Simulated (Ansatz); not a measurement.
# HfO2: the cost of one run

Computed with Ansatz 0.2.0 (DFT, PBE, plane-wave PAW, default files, scalar-relativistic, as far as a step names no other, unless a step's input says otherwise).

## Step 1: Starting point

It takes space group P2_12_12 (No. 18, orthorhombic). Conventional cell: a = 5.080 Å, b = 5.165 Å, c = 4.891 Å, α = 90.00°, β = 90.00°, γ = 90.00°. Around Hf (site symmetry 1) lie 7 O at 1.99 to 2.25 Å. Around O (site symmetry 2) lie 4 Hf at 2.16 to 2.18 Å. Around O (site symmetry 2) lie 4 Hf at 2.13 to 2.15 Å. Around O (site symmetry 1) lie 3 Hf at 1.99 to 2.25 Å.

Structure file:

```cif
data_structure
_symmetry_space_group_name_H-M 'P 1'
_symmetry_Int_Tables_number 1
_cell_length_a 5.0803
_cell_length_b 5.1649
_cell_length_c 4.8909
_cell_angle_alpha 90.000
_cell_angle_beta 90.000
_cell_angle_gamma 90.000
_cell_volume 128.33
loop_
_atom_site_label
_atom_site_type_symbol
_atom_site_fract_x
_atom_site_fract_y
_atom_site_fract_z
_atom_site_occupancy
Hf1 Hf 0.27741 0.28180 0.72793 1
Hf2 Hf 0.77741 0.21820 0.27207 1
Hf3 Hf 0.72259 0.71820 0.72793 1
Hf4 Hf 0.22259 0.78180 0.27207 1
O1 O 0.50000 0.50000 0.42438 1
O2 O 0.00000 0.00000 0.57562 1
O3 O 0.50000 0.00000 0.51095 1
O4 O 0.00000 0.50000 0.48905 1
O5 O 0.31318 0.66365 0.89547 1
O6 O 0.81318 0.83635 0.10453 1
O7 O 0.68682 0.33635 0.89547 1
O8 O 0.18682 0.16365 0.10453 1
```

## Step 2: Single point at the given positions

input.yaml

```yaml
crystal:
  lattice:
    - [5.0803194, 0.0, 0.0]
    - [0.0, 5.16486745, 0.0]
    - [0.0, 0.0, 4.89088365]
  atoms:
    - { symbol: Hf, position: [0.27740918, 0.28179958, 0.72793206] }
    - { symbol: Hf, position: [0.77740918, 0.21820042, 0.27206794] }
    - { symbol: Hf, position: [0.72259082, 0.71820042, 0.72793206] }
    - { symbol: Hf, position: [0.22259082, 0.78179958, 0.27206794] }
    - { symbol: O, position: [0.5, 0.5, 0.42437501] }
    - { symbol: O, position: [0.0, 0.0, 0.57562499] }
    - { symbol: O, position: [0.5, 0.0, 0.51094555] }
    - { symbol: O, position: [0.0, 0.5, 0.48905445] }
    - { symbol: O, position: [0.31318468, 0.66364878, 0.89546538] }
    - { symbol: O, position: [0.81318468, 0.83635122, 0.10453462] }
    - { symbol: O, position: [0.68681532, 0.33635122, 0.89546538] }
    - { symbol: O, position: [0.18681532, 0.16364878, 0.10453462] }
kpoints:
  mp_grid: { grid: [4, 4, 4] }
scf:
  occupations: { method: fermi_dirac, width: 0.02 }
hamiltonian:
  xc: pbe
  pseudopotentials: { kind: paw }
output:
  forces: true
  stress: true
  populations: true
  efg:
    quadrupole_moments_barn: { Hf: 3.365, O: -0.02558 }
    contact_densities: true
```

On the command line:

```console
ansatz run input.yaml --threads 1 --pin off --max-ram 2560MiB --backend cpu --events-out ev --progress --plain --runs-dir out
```

What time and memory should one allow on 1 thread of Arm Neoverse V2, shared host?

About 37 s, with a peak of 0.51 GiB.
